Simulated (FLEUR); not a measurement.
# ZnO (zincite) (P6_3mc) in FLEUR: single point with PBEsol

Aim: the single point of ZnO (zincite) with PBEsol.

Program: FLEUR MaX-R8.1 (later development tree). These are calculated values, not measurements. Logs are shortened: lines on timing, memory, paths and dates and some standing lists are left out, and cuts for length are marked.

**Measured values to compare with.**

From “Electronic structure of alkaline earth and post-transition metal oxides”, 2009, arxiv:0908.1581, for a bulk crystal of ZnO: band gap 3.37 eV.

The runs below are set against these values where they give the same quantity.

## (1) The crystal as given

Symmetry: P6_3mc, No. 186, hexagonal system. Conventional cell: a = 3.249 Å, b = 3.249 Å, c = 5.206 Å, α = 90.00°, β = 90.00°, γ = 120.00°. Zn (site symmetry 3m) is surrounded by 4 O at 1.97 to 1.98 Å. O (site symmetry 3m) has 4 Zn at 1.97 to 1.98 Å as nearest neighbours.

## (2) Single point, PBEsol

File inp.xml:

```xml
<?xml version="1.0" encoding="UTF-8" standalone="no"?>
<fleurInput fleurInputVersion="0.39">
   <comment>
      ZnO                                                                                                 
   </comment>
   <calculationSetup>
      <cutoffs Kmax="5.16" Gmax="16.0" GmaxXC="16.0" numbands="0"/>
      <scfLoop itmax="60" minDistance="0.00001" maxIterBroyd="15" imix="Anderson" alpha="0.05" precondParam="0.0" spinf="2.0" sdNocoIR="T"/>
      <coreElectrons ctail="T" frcor="F" kcrel="0" coretail_lmax="0"/>
      <xcFunctional name="PBEs" relativisticCorrections="F"/>
      <magnetism jspins="1"/>
      <soc l_soc="F" theta="0.0" phi="0.0" spav="F"/>
      <expertModes spex="0" secvar="F"/>
      <geometryOptimization l_f="F" forcealpha="1.0" forcemix="BFGS" epsdisp="0.00001" epsforce="0.00001"/>
      <ldaU l_linMix="F" mixParam="0.05" spinf="1.0"/>
   </calculationSetup>
   <cell>
      <bzIntegration valenceElectrons="52.0" mode="hist" fermiSmearingEnergy="0.00183747">
         <kPointListSelection listName="default-1"/>
         <!-- k-points included here -->
         <xi:include xmlns:xi="http://www.w3.org/2001/XInclude" href="kpts.xml"> </xi:include>
      </bzIntegration>
      <!-- symmetry operations included here -->
      <xi:include xmlns:xi="http://www.w3.org/2001/XInclude" href="sym.xml"> </xi:include>
      <bulkLattice scale="1.0">
         <bravaisMatrix>
            <row-1>    6.1403022144717765     0.0000000000000000     0.0000000000000000</row-1>
            <row-2>   -3.0701511072358882     5.3176577046085951     0.0000000000000000</row-2>
            <row-3>    0.0000000000000000     0.0000000000000000     9.8373642943653401</row-3>
         </bravaisMatrix>
      </bulkLattice>
   </cell>
   <atomSpecies>
      <species name="Zinc (Zn)" element="Zn" atomicNumber="30">
         <mtSphere radius="1.9" gridPoints="649" logIncrement="0.019"/>
         <atomicCutoffs lmax="8" lnonsphr="8"/>
         <electronConfig flipSpins="F">
            <coreConfig>(1s1/2) (2s1/2) (2p1/2) (2p3/2)</coreConfig>
            <valenceConfig>(3s1/2) (3p1/2) (3p3/2) (4s1/2) (3d3/2) (3d5/2)</valenceConfig>
         </electronConfig>
         <energyParameters s="4" p="4" d="3" f="4"/>
         <lo type="SCLO" l="0" n="3" eDeriv="0"/>
         <lo type="SCLO" l="1" n="3" eDeriv="0"/>
         <lo type="SCLO" l="1" n="3" eDeriv="1"/>
         <lo type="HELO" l="2" n="4" eDeriv="0"/>
         <lo type="HELO" l="2" n="4" eDeriv="1"/>
         <lo type="SCLO" l="3" n="4" eDeriv="2"/>
      </species>
      <species name="Oxygen (O)" element="O" atomicNumber="8">
         <mtSphere radius="1.45" gridPoints="497" logIncrement="0.021"/>
         <atomicCutoffs lmax="8" lnonsphr="8"/>
         <electronConfig flipSpins="F">
            <coreConfig>(1s1/2)</coreConfig>
            <valenceConfig>(2s1/2) (2p1/2) (2p3/2)</valenceConfig>
            <stateOccupation state="(2p1/2)" spinUp="0.666667" spinDown="0.666667"/>
            <stateOccupation state="(2p3/2)" spinUp="1.333333" spinDown="1.333333"/>
         </electronConfig>
         <energyParameters s="2" p="2" d="3" f="4"/>
         <lo type="SCLO" l="0" n="2" eDeriv="2"/>
         <lo type="SCLO" l="1" n="2" eDeriv="2"/>
         <lo type="SCLO" l="2" n="3" eDeriv="2"/>
      </species>
   </atomSpecies>
   <atomGroups>
      <atomGroup species="Zinc (Zn)">
         <relPos label="                   1">-1.000/3.000 1.000/3.000 .0000000000</relPos>
         <relPos label="                   2">1.000/3.000 -1.000/3.000 1.000/2.000</relPos>
         <force calculate="T" relaxXYZ="TTT"/>
      </atomGroup>
      <atomGroup species="Oxygen (O)">
         <relPos label="                   3">1.000/3.000 -1.000/3.000 -.1209900000</relPos>
         <relPos label="                   4">-1.000/3.000 1.000/3.000 .3790100000</relPos>
         <force calculate="T" relaxXYZ="TTT"/>
      </atomGroup>
   </atomGroups>
   <output dos="F" band="F" slice="F">
      <checks vchk="F" cdinf="F"/>
      <bandDOS minEnergy="-.5*Htr" maxEnergy="0.5*Htr" sigma="0.015" storeEVData="T"/>
      <vacuumDOS vacdos="F" integ="F" star="F" nstars="0" locx1="0.0" locy1="0.0" locx2="0.0" locy2="0.0" nstm="0" tworkf="0.0"/>
      <unfoldingBand unfoldBand="F" supercellX="1" supercellY="1" supercellZ="1"/>
      <plotting iplot="0" polar="F">
         <plot TwoD="T" vec1="  1.0  0.0  0.0" vec2="  0.0  1.0  0.0" vec3="  0.0  0.0  1.0" zero="  0.0  0.0  0.0" file="plot"/>
      </plotting>
      <chargeDensitySlicing numkpt="0" minEigenval="0.0" maxEigenval="0.0" nnne="0" pallst="F"/>
      <specialOutput eonly="F"/>
      <moessbauerParams electricFieldGradient="T" isomerShift="T" coreHyperfine="T" valenceHyperfine="T"/>
      <magneticCircularDichroism mcd="F" energyLo="-10.0" energyUp="0.0"/>
   </output>
  <!-- We include the file relax.xml here to enable relaxations (see documentation) -->
  <xi:include xmlns:xi="http://www.w3.org/2001/XInclude" href="relax.xml"> <xi:fallback/> </xi:include>
</fleurInput>
```

File crystal.txt:

```
ZnO
&input cartesian=F /
3.2493080000  0.0000000000  0.0000000000
-1.6246540000  2.8139832727  0.0000000000
0.0000000000  0.0000000000  5.2057090000
1.8897261246
1.0 1.0 1.0

4
30 0.6666666666  0.3333333332  0.0000000000
30 0.3333333332  0.6666666666  0.5000000000
8 0.3333333332  0.6666666666  0.8790100000
8 0.6666666666  0.3333333332  0.3790100000

&kpt div1=9 div2=9 div3=5 gamma=T /
```

Potentials or basis: all-electron, FLAPW.

Launch:

```sh
$ inpgen -f crystal.txt -profile fastHighL
$ # inp.xml edited to the form shown
$ mpirun -n 4 fleur_MPI -pe_per_kpt 1
```

Output:

```text
Welcome to FLEUR        (www.flapw.de)
      MaX-Release 8.1          (www.max-centre.eu)

 ========== k-point set info ==========
 Selected k-point list: default-1
 k-point list type: mesh
 9 x 9 x 5
 Number of k points: 36

 ------------Calculation Setup---------------------------
 Number of MPI-tasks      :            4
 Number of PE/node        :            4
 Number of OMP-threads    :            1
 Using exactly            1  PE per kpt
 k-points in parallel     :            4
 Using exactly            1  PE per kpt
 Using exactly            1  PE per kpt
 pe's per k-point         :            1
 No of k-point loops      :            9
 Using exactly            1  PE per kpt
 Eigenvalue solver        :       lapack
 Number of basis functions:          933
 Approximate size of matrices (H+S) per k-point:         0.026 GB
 --------------------------------------------------------
 Iteration:     1   Distance:      22.80738472 me/bohr^3
 Iteration:     2   Distance:      19.20471615 me/bohr^3
 Iteration:     3   Distance:       7.40806280 me/bohr^3
 Iteration:     4   Distance:       5.12367086 me/bohr^3
 Iteration:     5   Distance:       3.50544839 me/bohr^3
 Iteration:     6   Distance:       0.56201872 me/bohr^3
 Iteration:     7   Distance:       0.50464498 me/bohr^3
 Iteration:     8   Distance:       0.06852554 me/bohr^3
 Iteration:     9   Distance:       0.05048502 me/bohr^3
 Iteration:    10   Distance:       0.01409631 me/bohr^3
 Iteration:    11   Distance:       0.00265418 me/bohr^3
 Iteration:    12   Distance:       0.00090946 me/bohr^3
 Iteration:    13   Distance:       0.00014460 me/bohr^3
 Iteration:    14   Distance:       0.00013170 me/bohr^3
 Iteration:    15   Distance:       0.00001692 me/bohr^3
 Iteration:    16   Distance:       0.00001387 me/bohr^3
 Iteration:    17   Distance:       0.00000477 me/bohr^3

 ********************************************************************
 Run finished successfully
 Stop message:
   all done
 ********************************************************************
```

It took 90 s on 4 MPI ranks of Intel Xeon Platinum 8259CL at 2.50GHz (Skylake/Cascade Lake), shared host.

Results:

```yaml
Free_energy: -101757.7038 eV
Band_gap_on_the_k_mesh: 0.71 eV, direct
Valence_electrons_inside_the_program's_atomic_spheres: Zn 17.93; O 4.64 (radii Zn 1.9, O 1.45 bohr)
```

Core levels (eV from the Fermi level):
| atom | levels |
| --- | --- |
| 1 Zn | 1s1/2 -9509.4, 2s1/2 -1151.3, 2p1/2 -1013.6, 2p3/2 -989.7 |
| 2 Zn | 1s1/2 -9509.4, 2s1/2 -1151.3, 2p1/2 -1013.6, 2p3/2 -989.7 |
| 3 O | 1s1/2 -503.5 |
| 4 O | 1s1/2 -503.5 |

## (3) Against experiment

Step 2. Measured gap of ZnO: 3.37 eV (quoted in “Electronic structure of alkaline earth and post-transition metal oxides”, 2009, arxiv:0908.1581). This calculation gives 0.71 eV (-2.66 eV). So large a miss can be the level of theory's own, or it may mean another phase, state or a wrong row. The value is that of PBEsol, without temperature or zero-point motion. Semilocal functionals fall short of measured gaps as a rule.
